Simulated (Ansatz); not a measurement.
# SnGe4: the cost of one run

Computed with Ansatz 0.2.0 (DFT PBE, scalar-relativistic, plane waves, PAW, unless a step's input says otherwise).

### 1 Starting point

The structure is tetragonal, space group I4/m (No. 87). The conventional cell has a = 6.929 Å, b = 6.929 Å, c = 4.382 Å, α = 90.00°, β = 90.00°, γ = 90.00°. Around Sn (site symmetry 4/m) lie 12 Ge at 3.10 Å. Around Ge (site symmetry m) lie 9 Ge at 3.10 Å and 3 Sn at 3.10 Å.

Structure file:

```cif
data_structure
_symmetry_space_group_name_H-M 'P 1'
_symmetry_Int_Tables_number 1
_cell_length_a 5.3674
_cell_length_b 5.3674
_cell_length_c 5.3674
_cell_angle_alpha 99.594
_cell_angle_beta 99.594
_cell_angle_gamma 131.810
_cell_volume 105.21
loop_
_atom_site_label
_atom_site_type_symbol
_atom_site_fract_x
_atom_site_fract_y
_atom_site_fract_z
_atom_site_occupancy
Sn1 Sn 0.00000 0.00000 0.00000 1
Ge1 Ge 0.20000 0.60000 0.80000 1
Ge2 Ge 0.80000 0.40000 0.20000 1
Ge3 Ge 0.40000 0.20000 0.60000 1
Ge4 Ge 0.60000 0.80000 0.40000 1
```

The start is an ordering of an alloy on its end members' structure types: elements ordered on the sites of the Ru type, Ge/Sn on Ru (I4/m, No. 87).

### 2 A first look at the guess

input.yaml

```yaml
crystal:
  lattice:
    - [-3.46461006, 3.46461006, 2.1912118]
    - [3.46461006, -3.46461006, 2.1912118]
    - [3.46461006, 3.46461006, -2.1912118]
  atoms:
    - { symbol: Sn, position: [0.0, 0.0, 0.0] }
    - { symbol: Ge, position: [0.2, 0.6, 0.8] }
    - { symbol: Ge, position: [0.8, 0.4, 0.2] }
    - { symbol: Ge, position: [0.4, 0.2, 0.6] }
    - { symbol: Ge, position: [0.6, 0.8, 0.4] }
basis:
  ecutwfc: 420
kpoints:
  mp_grid: { grid: [6, 6, 6] }
hamiltonian:
  xc: pbe
scf:
  occupations: { method: gaussian, width: 0.1 }
  lower_state_search: "off"
output:
  forces: true
  stress: true
  eigenvalues: true
```

The run is started by

```bash
$ ansatz run input.yaml --threads 1 --pin off --max-ram 2560MiB --backend cpu --events-out ev --progress --plain --runs-dir out
```

Q: Estimate wall time and peak memory on 1 thread of AMD EPYC 9R45 (Zen 5), shared host.

About 3.4 s, with a peak of 0.47 GiB.
